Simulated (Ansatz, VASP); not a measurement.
## NbAs in VASP and in Ansatz

```
CELL_PARAMETERS angstrom
3.21614 0.00000 0.00000
0.00000 3.21614 0.00000
0.00000 0.00000 3.22531
ATOMIC_POSITIONS crystal
Nb 0.00000 0.00000 0.00000
As 0.50000 0.50000 0.50000
```

Alike in both runs: functional PBE; k mesh 6 × 6 × 6; occupations gaussian, width 0.1 eV; no spin polarisation.

Ansatz relaxed the structure, and its values are those at the end. VASP's run is a single point on that final structure, the one shown.

|  | VASP | Ansatz |
| --- | --- | --- |
| version | VASP 6.6.1 | Ansatz 0.2.0 |
| potentials or method | VASP PAW PBE potentials, release 64 (Nb_sv, As) | scalar-relativistic, plane waves, PAW |
| plane-wave cutoff (eV) | 520 | 420 |
| valence electrons in the cell | 18 | 28 |

|  | VASP | Ansatz | Ansatz less VASP |
| --- | --- | --- | --- |
| gap on the k mesh at the Fermi level (eV) | none | none | - |
| pressure (GPa) | 0.0 | 0.0 | -0.03 |

A gap of «none» marks a metal or a gap that the smearing closes. With one functional, cell and mesh, what is left measures potentials, basis and numerics. The two sets of potentials don't hold the same shells in valence.
